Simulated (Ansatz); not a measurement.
SrF2:
```
SrF2
1.0
    0.00000     2.89529     2.89529
    2.89529     0.00000     2.89529
    2.89529     2.89529     0.00000
Sr F
1 2
Direct
  0.00000   0.00000   0.00000
  0.75000   0.75000   0.75000
  0.25000   0.25000   0.25000
```

Tensor components refer to the Cartesian frame of this cell.

Q: Give the high-frequency dielectric tensor and the Born effective charge tensors of the independent atoms from DFPT, plane-wave PAW r²SCAN (Ansatz code).

A: 
ε∞:
```
2.16  0.00  0.00
0.00  2.16  0.00
0.00  0.00  2.16
```
Z* of atom 1 (Sr), rows: field, columns: displacement, in e:
```
2.39  0.00  0.00
0.00  2.39  0.00
0.00  0.00  2.39
```
Z* of atom 2 (F), rows: field, columns: displacement, in e:
```
-1.20   0.00   0.00
 0.00  -1.20   0.00
 0.00   0.00  -1.20
```

Static charges for comparison (Bader): Sr1 +1.72, F2 -0.86 e. Born charges measure polarisation by displacement and can exceed these by far.

Space group Fm-3m (fluorite). The cell was relaxed with r²SCAN under the symmetry of its start; phonons on a q-mesh show no instability. Spin–orbit coupling is left out wherever it is not named.

Potentials: the later of the program's two PAW sets.
